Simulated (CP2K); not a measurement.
# In2O3 (R-3c) in CP2K: notebook

The runs below take In2O3 through band structure, with PBEsol.

Everything below comes from runs of CP2K 2026.2. Logs are shortened: lines on timing, memory, paths and dates and some standing lists are left out, and cuts for length are marked.

**The experiment to reproduce.**

“Fabrication and performance enhancement of an In2O3/BiVO4 heterojunction for N-butanol gas sensing applications”, 2024, pmc:11650617 reports, for a powder of In2O3: band gap 3.08 eV (optical).

The results are compared with them further down.

**1. The crystal as given**

Symmetry: R-3c, No. 167, trigonal system. The conventional cell has a = 5.487 Å, b = 5.487 Å, c = 14.510 Å, α = 90.00°, β = 90.00°, γ = 120.00°. Around In (site symmetry 3) lie 6 O at 2.12 to 2.26 Å. O (site symmetry 2) has 4 In at 2.12 to 2.26 Å as nearest neighbours.

**2. Band structure, PBEsol**

in2o3_bands.inp reads:

```
&GLOBAL
  PROJECT in2o3_bands
  RUN_TYPE ENERGY_FORCE
  PRINT_LEVEL LOW
&END GLOBAL
&FORCE_EVAL
  METHOD QS
  STRESS_TENSOR ANALYTICAL
  &DFT
    BASIS_SET_FILE_NAME BASIS_MOLOPT
    POTENTIAL_FILE_NAME GTH_POTENTIALS
    &MGRID
      CUTOFF 600
      REL_CUTOFF 60
      NGRIDS 5
    &END MGRID
    &QS
      METHOD GPW
      EPS_DEFAULT 1.0E-10
    &END QS
    &KPOINTS
      SCHEME MONKHORST-PACK 5 5 5
      GAMMA_CENTERED T
      SYMMETRY T
      SYMMETRY_BACKEND SPGLIB
    &END KPOINTS
    &SCF
      SCF_GUESS ATOMIC
      EPS_SCF 1.0E-6
      MAX_SCF 100
      ADDED_MOS 26
      CHOLESKY OFF
      EPS_EIGVAL 1.0E-7
      &DIAGONALIZATION ON
        ALGORITHM STANDARD
      &END DIAGONALIZATION
      &MIXING ON
        METHOD BROYDEN_MIXING
        ALPHA 0.4
        BETA 1.5
        NBUFFER 8
      &END MIXING
      &SMEAR ON
        METHOD FERMI_DIRAC
        ELECTRONIC_TEMPERATURE [K] 580.226
      &END SMEAR
    &END SCF
    &XC
      &XC_FUNCTIONAL
        &GGA_X_PBE_SOL
        &END GGA_X_PBE_SOL
        &GGA_C_PBE_SOL
        &END GGA_C_PBE_SOL
      &END XC_FUNCTIONAL
    &END XC
    &PRINT
      &KPOINTS ON
      &END KPOINTS
      &MULLIKEN ON
      &END MULLIKEN
      &MO ON
        ENERGIES T
        OCCUPATION_NUMBERS T
        &EACH
          QS_SCF 0
        &END EACH
        ADD_LAST NUMERIC
      &END MO
      &BAND_STRUCTURE
        FILE_NAME bands.bs
        ADDED_MOS 4
        &KPOINT_SET
          UNITS B_VECTOR
          NPOINTS 6
          SPECIAL_POINT GAMMA 0.00000000 0.00000000 0.00000000
          SPECIAL_POINT L 0.50000000 0.00000000 0.00000000
          SPECIAL_POINT B1 0.50000000 0.23816651 -0.23816651
        &END KPOINT_SET
        &KPOINT_SET
          UNITS B_VECTOR
          NPOINTS 6
          SPECIAL_POINT B 0.76183349 0.50000000 0.23816651
          SPECIAL_POINT Z 0.50000000 0.50000000 0.50000000
          SPECIAL_POINT GAMMA 0.00000000 0.00000000 0.00000000
          SPECIAL_POINT X 0.36908326 0.00000000 -0.36908326
        &END KPOINT_SET
        &KPOINT_SET
          UNITS B_VECTOR
          NPOINTS 6
          SPECIAL_POINT Q 0.63091674 0.36908326 0.00000000
          SPECIAL_POINT F 0.50000000 0.50000000 0.00000000
          SPECIAL_POINT P1 0.63091674 0.63091674 0.23816651
          SPECIAL_POINT Z 0.50000000 0.50000000 0.50000000
        &END KPOINT_SET
        &KPOINT_SET
          UNITS B_VECTOR
          NPOINTS 6
          SPECIAL_POINT L 0.50000000 0.00000000 0.00000000
          SPECIAL_POINT P 0.76183349 0.36908326 0.36908326
        &END KPOINT_SET
      &END BAND_STRUCTURE
    &END PRINT
  &END DFT
  &SUBSYS
    &CELL
      A 5.7817875648 0.0000000000 0.0000000000
      B 3.1781663955 4.8299405594 0.0000000000
      C 3.1781663956 1.7132180418 4.5158841601
      PERIODIC XYZ
    &END CELL
    &COORD
      SCALED
      In  0.8573100000 0.8573100000 0.8573100000
      In  0.6426900000 0.6426900000 0.6426900000
      In  0.1426900000 0.1426900000 0.1426900000
      In  0.3573100000 0.3573100000 0.3573100000
      O   0.0480000000 0.7500000000 0.4520000000
      O   0.7500000000 0.4520000000 0.0480000000
      O   0.4520000000 0.0480000000 0.7500000000
      O   0.9520000000 0.2500000000 0.5480000000
      O   0.2500000000 0.5480000000 0.9520000000
      O   0.5480000000 0.9520000000 0.2500000000
    &END COORD
    &KIND In
      BASIS_SET DZVP-MOLOPT-SR-GTH-q13
      POTENTIAL GTH-PBE-q13
    &END KIND
    &KIND O
      BASIS_SET DZVP-MOLOPT-SR-GTH-q6
      POTENTIAL GTH-PBE-q6
    &END KIND
    &PRINT
      &ATOMIC_COORDINATES ON
      &END ATOMIC_COORDINATES
      &CELL ON
      &END CELL
      &SYMMETRY ON
      &END SYMMETRY
    &END PRINT
  &END SUBSYS
  &PRINT
    &FORCES ON
    &END FORCES
    &STRESS_TENSOR ON
    &END STRESS_TENSOR
  &END PRINT
&END FORCE_EVAL
```

Potentials or basis: GTH_POTENTIALS In GTH-PBE-q13, O GTH-PBE-q6; DZVP-MOLOPT-SR-GTH basis.

Launch:

```
OMP_NUM_THREADS=1 cp2k.psmp -i in2o3_bands.inp -o in2o3_bands.out
```

in2o3_bands.out:

```text

 CP2K| version string:                                       CP2K version 2026.2
 CP2K| Input file name                                           in2o3_bands.inp

 GLOBAL| Force Environment number                                              1
 GLOBAL| Basis set file name                                        BASIS_MOLOPT
 GLOBAL| Potential file name                                      GTH_POTENTIALS
 GLOBAL| MM Potential file name                                     MM_POTENTIAL
 GLOBAL| Coordinate file name                                      __STD_INPUT__
 GLOBAL| Method name                                                        CP2K
 GLOBAL| Project name                                                in2o3_bands
 GLOBAL| Run type                                                   ENERGY_FORCE
 GLOBAL| FFT library                                                       FFTW3
[... 5 lines left out ...]
 GLOBAL| Global print level                                                  LOW
 GLOBAL| Total number of message passing processes                             1
 GLOBAL| Number of threads for this process                                    1
 GLOBAL| CPU model name                                                  UNKNOWN

 CELL| Volume [angstrom^3]:                                           126.109182
 CELL| Vector a [angstrom]:       5.782     0.000     0.000   |a| =     5.781788
 CELL| Vector b [angstrom]:       3.178     4.830     0.000   |b| =     5.781788
 CELL| Vector c [angstrom]:       3.178     1.713     4.516   |c| =     5.781788
 CELL| Angle (b,c), alpha [degree]:                                    56.654541
 CELL| Angle (a,c), beta  [degree]:                                    56.654541
 CELL| Angle (a,b), gamma [degree]:                                    56.654541
 CELL| Numerically orthorhombic:                                              NO
 CELL| Periodicity                                                           XYZ

 CELL_REF| Volume [angstrom^3]:                                       126.109182
 CELL_REF| Vector a [angstrom     5.782     0.000     0.000   |a| =     5.781788
 CELL_REF| Vector b [angstrom     3.178     4.830     0.000   |b| =     5.781788
 CELL_REF| Vector c [angstrom     3.178     1.713     4.516   |c| =     5.781788
 CELL_REF| Angle (b,c), alpha [degree]:                                56.654541
 CELL_REF| Angle (a,c), beta  [degree]:                                56.654541
 CELL_REF| Angle (a,b), gamma [degree]:                                56.654541
 CELL_REF| Numerically orthorhombic:                                          NO
 CELL_REF| Periodicity                                                       XYZ
[... 9 lines left out ...]
 TOTAL NUMBERS AND MAXIMUM NUMBERS

  Total number of            - Atomic kinds:                                   2
                             - Atoms:                                         10
                             - Shell sets:                                    10
                             - Shells:                                        58
                             - Primitive Cartesian functions:                 54
                             - Cartesian basis functions:                    204
                             - Spherical basis functions:                    178

  Maximum angular momentum of- Orbital basis functions:                        3
                             - Local part of the GTH pseudopotential:          2
                             - Non-local part of the GTH pseudopotential:      4

 MODULE QUICKSTEP: ATOMIC COORDINATES IN ANGSTROM

   Atom Kind Element         X             Y             Z       Z(eff)     Mass
      1    1 In   49     10.406132      5.609515      3.871513  13.0000 114.8180
      2    1 In   49      7.801049      4.205223      2.902314  13.0000 114.8180
      3    1 In   49      1.731988      0.933643      0.644372  13.0000 114.8180
      4    1 In   49      4.337072      2.337936      1.613571  13.0000 114.8180
      5    2 O     8      4.097682      4.396830      2.041180   6.0000  15.9994
      6    2 O     8      5.925424      2.265368      0.216762   6.0000  15.9994
      7    2 O     8      5.149545      1.516751      3.386913   6.0000  15.9994
      8    2 O     8      8.040439      2.146329      2.474705   6.0000  15.9994
      9    2 O     8      6.212696      4.277791      4.299122   6.0000  15.9994
     10    2 O     8      6.988576      5.026408      1.128971   6.0000  15.9994

 Crystal Symmetry Information
       International Symbol:                                                R-3c
       Point Group Symbol:                                                   -3m
[... 83 lines left out ...]
    10 Broy./Diag. 0.40E+00    9.1     0.00003896      -320.9190813209  1.16E-05
    11 Broy./Diag. 0.40E+00    9.1     0.00002975      -320.9205675765 -1.49E-03
[... 23 lines left out ...]
 MO|
 MO|  Index      Eigenvalue [a.u.]        Eigenvalue [eV]             Occupation
 MO|      1              -0.425031             -11.565694               2.000000
 MO|      2              -0.411124             -11.187262               2.000000
 MO|      3              -0.402609             -10.955548               2.000000
 MO|      4              -0.402609             -10.955548               2.000000
 MO|      5              -0.400253             -10.891451               2.000000
 MO|      6              -0.400253             -10.891450               2.000000
[... 1050 lines left out ...]
 MO|     69               0.975542              26.545837               0.000000
 MO|     70               0.980205              26.672732               0.000000
 MO| Sum:                                                              87.999997
 MO| E(Fermi):            0.235298 a.u.          6.402792 eV

 [... the levels of further k-points ...]

 !-----------------------------------------------------------------------------!
                     Mulliken Population Analysis

 #  Atom  Element  Kind  Atomic population                           Net charge
       1     In       1         12.124769                              0.875231
       2     In       1         12.124765                              0.875235
       3     In       1         12.124760                              0.875240
       4     In       1         12.124766                              0.875234
       5     O        2          6.583490                             -0.583490
       6     O        2          6.583490                             -0.583490
       7     O        2          6.583490                             -0.583490
       8     O        2          6.583490                             -0.583490
       9     O        2          6.583490                             -0.583490
      10     O        2          6.583490                             -0.583490
 # Total charge                             88.000000                 -0.000000

 !-----------------------------------------------------------------------------!

 KPOINTS| Band Structure Calculation
 KPOINTS| Number of k-point sets                                               4
 KPOINTS| Number of added MOs/bands                                            4
 KPOINTS| Number of k-points in set    1                                      13
 KPOINTS| In units of b-vector [2pi/Bohr]
 KPOINTS| Special point     1       GAMMA     0.000000     0.000000     0.000000
 KPOINTS| Special point     2           L     0.500000     0.000000     0.000000
 KPOINTS| Special point     3          B1     0.500000     0.238167    -0.238167
 KPOINTS| Number of k-points in set    2                                      19
 KPOINTS| In units of b-vector [2pi/Bohr]
 KPOINTS| Special point     1           B     0.761833     0.500000     0.238167
 KPOINTS| Special point     2           Z     0.500000     0.500000     0.500000
 KPOINTS| Special point     3       GAMMA     0.000000     0.000000     0.000000
 KPOINTS| Special point     4           X     0.369083     0.000000    -0.369083
 KPOINTS| Number of k-points in set    3                                      19
 KPOINTS| In units of b-vector [2pi/Bohr]
 KPOINTS| Special point     1           Q     0.630917     0.369083     0.000000
 KPOINTS| Special point     2           F     0.500000     0.500000     0.000000
 KPOINTS| Special point     3          P1     0.630917     0.630917     0.238167
 KPOINTS| Special point     4           Z     0.500000     0.500000     0.500000
 KPOINTS| Number of k-points in set    4                                       7
 KPOINTS| In units of b-vector [2pi/Bohr]
 KPOINTS| Special point     1           L     0.500000     0.000000     0.000000
 KPOINTS| Special point     2           P     0.761833     0.369083     0.369083

 ENERGY| Total FORCE_EVAL ( QS ) energy [hartree]           -320.921021384564995

 FORCES| Atomic forces [hartree/bohr]
 FORCES|   Atom     x               y               z               |f|
 FORCES|      1  2.85962152E-04  1.54092997E-04  1.06327987E-04   3.41796204E-04
 FORCES|      2 -2.85938091E-04 -1.54070958E-04 -1.06381864E-04   3.41782904E-04
 FORCES|      3 -2.85920412E-04 -1.54118317E-04 -1.06294407E-04   3.41762255E-04
 FORCES|      4  2.85922911E-04  1.54082966E-04  1.06357363E-04   3.41767992E-04
 FORCES|      5 -2.13483966E-03  1.40475031E-03  3.70276851E-03   4.49903973E-03
 FORCES|      6  6.43795103E-09  2.55558961E-03 -3.70285421E-03   4.49912964E-03
 FORCES|      7  2.13479960E-03 -3.96031132E-03 -1.09425240E-08   4.49904824E-03
 FORCES|      8  2.13481551E-03 -1.40474076E-03 -3.70277328E-03   4.49902921E-03
 FORCES|      9  2.28341834E-09 -2.55558694E-03  3.70284443E-03   4.49912008E-03
 FORCES|     10 -2.13481062E-03  3.96031247E-03  1.64514721E-08   4.49905448E-03
 FORCES| Sum     1.10160506E-10  5.99017381E-11  4.69900266E-11
 FORCES| Total atomic force                                       1.33908991E-10

 STRESS| Analytical stress tensor [bar]
 STRESS|                        x                   y                   z
 STRESS|      x        5.23988055364E+04  -7.04151055026E+03  -4.85981395975E+03
 STRESS|      y       -7.04151055026E+03   6.16644676404E+04  -2.61979769525E+03
 STRESS|      z       -4.85981395975E+03  -2.61979769525E+03   6.36523427278E+04
 STRESS| 1/3 Trace                                             5.92385386348E+04
 STRESS| Determinant                                           2.00518537361E+14

 STRESS| Eigenvectors and eigenvalues of the analytical stress tensor [bar]
 STRESS|                        1                   2                   3
 STRESS| Eigenvalues   4.67946177097E+04   6.54604083553E+04   6.54605898395E+04
 STRESS|      x           0.836519213755      0.094158587454     -0.539786777744
 STRESS|      y           0.450962069810     -0.677874817773      0.580619447679
 STRESS|      z           0.311237556558      0.729122686410      0.609517261076
```

Run time: 2.6 min. Hardware: 1 thread of Arm Neoverse V1, shared host; peak memory 1 GiB.

Results:

* Free energy: -8732.7051 eV
* Pressure: 5.9 GPa
* Largest force: 0.231 eV/Å
* Band gap on the k mesh: 1.10 eV, indirect (least direct gap 1.15 eV)
* Band gap along the path: 1.10 eV, indirect (least direct gap 1.15 eV)
* Mulliken charges: In +0.88; O -0.58 e

Forces on the atoms (eV/Å):
```
In   0.015  0.008  0.005
In  -0.015 -0.008 -0.005
In  -0.015 -0.008 -0.005
In   0.015  0.008  0.005
O   -0.110  0.072  0.190
O    0.000  0.131 -0.190
O    0.110 -0.204  0.000
O    0.110 -0.072 -0.190
O    0.000 -0.131  0.190
O   -0.110  0.204  0.000
```

Stress tensor (GPa, compression positive):
```
 5.24 -0.70 -0.49
-0.70  6.17 -0.26
-0.49 -0.26  6.37
```

Levels at the corners of the path, in eV from the valence-band top:
```
point  band 40  band 41  band 42  band 43  band 44  band 45  band 46  band 47  band 48  band 49
    Γ    -0.38    -0.28    -0.28    -0.05    -0.05     1.10     5.43     6.16     7.26     9.09
    L    -0.95    -0.80    -0.80    -0.07    -0.07     4.85     4.85     5.78     5.78     8.32
   B1    -0.82    -0.36    -0.36    -0.16    -0.16     5.48     5.48     5.82     5.82     7.61
    B    -0.82    -0.36    -0.36    -0.16    -0.16     5.48     5.48     5.82     5.82     7.61
    Z    -1.14    -0.20    -0.20    -0.20    -0.20     4.29     4.29     7.11     7.11     8.28
    Γ    -0.38    -0.28    -0.28    -0.05    -0.05     1.10     5.43     6.16     7.26     9.09
    X    -0.55    -0.47    -0.27    -0.22    -0.08     5.18     5.43     5.64     6.14     7.41
    Q    -0.55    -0.47    -0.27    -0.22    -0.08     5.18     5.43     5.64     6.14     7.41
    F    -0.91    -0.57    -0.36    -0.09    -0.04     5.09     5.42     6.39     6.53     7.18
   P1    -0.83    -0.40    -0.40    -0.33    -0.11     5.36     5.53     5.65     6.56     6.97
    Z    -1.14    -0.20    -0.20    -0.20    -0.20     4.29     4.29     7.11     7.11     8.28
    L    -0.95    -0.80    -0.80    -0.07    -0.07     4.85     4.85     5.78     5.78     8.32
    P    -0.83    -0.40    -0.40    -0.33    -0.11     5.36     5.53     5.65     6.56     6.97
```

Caveat: Mulliken charges move with the basis; the potentials were made for another functional, which shifts forces and pressure; spin-orbit coupling is left out, which moves the levels of the heavy elements; the basis of atomic orbitals isn't converged, which shifts pressures, moduli and gaps. Expect the measured gap to be larger: semilocal functionals such as PBEsol lack the derivative discontinuity.

**3. Band structure, PBEsol, spin-orbit coupling, no magnetisation**

Edit in2o3_bands.inp of step 2 so:

```diff
@@ -10,3 +10,3 @@
     BASIS_SET_FILE_NAME BASIS_MOLOPT
-    POTENTIAL_FILE_NAME GTH_POTENTIALS
+    POTENTIAL_FILE_NAME GTH_SOC_POTENTIALS
     &MGRID
@@ -23,4 +23,2 @@
       GAMMA_CENTERED T
-      SYMMETRY T
-      SYMMETRY_BACKEND SPGLIB
     &END KPOINTS
@@ -68,37 +66,16 @@
       &END MO
-      &BAND_STRUCTURE
-        FILE_NAME bands.bs
-        ADDED_MOS 4
-        &KPOINT_SET
-          UNITS B_VECTOR
-          NPOINTS 6
-          SPECIAL_POINT GAMMA 0.00000000 0.00000000 0.00000000
-          SPECIAL_POINT L 0.50000000 0.00000000 0.00000000
-          SPECIAL_POINT B1 0.50000000 0.23816651 -0.23816651
-        &END KPOINT_SET
-        &KPOINT_SET
-          UNITS B_VECTOR
-          NPOINTS 6
-          SPECIAL_POINT B 0.76183349 0.50000000 0.23816651
-          SPECIAL_POINT Z 0.50000000 0.50000000 0.50000000
-          SPECIAL_POINT GAMMA 0.00000000 0.00000000 0.00000000
-          SPECIAL_POINT X 0.36908326 0.00000000 -0.36908326
-        &END KPOINT_SET
-        &KPOINT_SET
-          UNITS B_VECTOR
-          NPOINTS 6
-          SPECIAL_POINT Q 0.63091674 0.36908326 0.00000000
-          SPECIAL_POINT F 0.50000000 0.50000000 0.00000000
-          SPECIAL_POINT P1 0.63091674 0.63091674 0.23816651
-          SPECIAL_POINT Z 0.50000000 0.50000000 0.50000000
-        &END KPOINT_SET
-        &KPOINT_SET
-          UNITS B_VECTOR
-          NPOINTS 6
-          SPECIAL_POINT L 0.50000000 0.00000000 0.00000000
-          SPECIAL_POINT P 0.76183349 0.36908326 0.36908326
-        &END KPOINT_SET
-      &END BAND_STRUCTURE
     &END PRINT
   &END DFT
+  &PROPERTIES
+    &BANDSTRUCTURE ON
+      &BANDSTRUCTURE_PATH
+        NPOINTS 6
+        SPECIAL_POINT GAMMA 0.00000000 0.00000000 0.00000000
+        SPECIAL_POINT L 0.50000000 0.00000000 0.00000000
+        SPECIAL_POINT B1 0.50000000 0.23816651 -0.23816651
+      &END BANDSTRUCTURE_PATH
+      &SOC ON
+      &END SOC
+    &END BANDSTRUCTURE
+  &END PROPERTIES
   &SUBSYS
```

Potentials or basis: GTH_SOC_POTENTIALS In GTH-PBE-q13, O GTH-PBE-q6; DZVP-MOLOPT-SR-GTH basis.

Launch:

```
OMP_NUM_THREADS=1 cp2k.psmp -i in2o3_bands.inp -o in2o3_bands.out
```

Wall time 3.4 min (1 thread of Arm Neoverse V1, shared host); peak memory 1.6 GiB.

Results (log left out):

- Free energy: -8732.7051 eV
- Pressure: 5.9 GPa
- Largest force: 0.231 eV/Å
- Band gap along the path: 1.10 eV, indirect (least direct gap 1.14 eV)
- Mulliken charges: In +0.88; O -0.58 e

Forces in eV/Å, atoms in the order of the input:
```
In   0.015  0.008  0.005
In  -0.015 -0.008 -0.005
In  -0.015 -0.008 -0.005
In   0.015  0.008  0.005
O   -0.110  0.072  0.190
O    0.000  0.131 -0.190
O    0.110 -0.204  0.000
O    0.110 -0.072 -0.190
O    0.000 -0.131  0.190
O   -0.110  0.204  0.000
```

Stress tensor (GPa, compression positive):
```
 5.24 -0.70 -0.49
-0.70  6.17 -0.26
-0.49 -0.26  6.37
```

Caveat: Mulliken charges move with the basis; the potentials were made for another functional, which shifts forces and pressure; the basis of atomic orbitals isn't converged, which shifts pressures, moduli and gaps.

**4. Against experiment**

Step 3. Against the measured gap of In2O3, 3.08 eV (optical; powder; “Fabrication and performance enhancement of an In2O3/BiVO4 heterojunction for N-butanol gas sensing applications”, 2024, pmc:11650617), the calculated 1.10 eV is off by -1.98 eV. So large a miss can be the level of theory's own, or it may mean another phase, state or a wrong row. The value is that of PBEsol in an atomic basis (GTH_SOC_POTENTIALS In GTH-PBE-q13, O GTH-PBE-q6; DZVP-MOLOPT-SR-GTH basis), whose error adds to the functional's,, without temperature or zero-point motion. Semilocal functionals fall short of measured gaps as a rule.
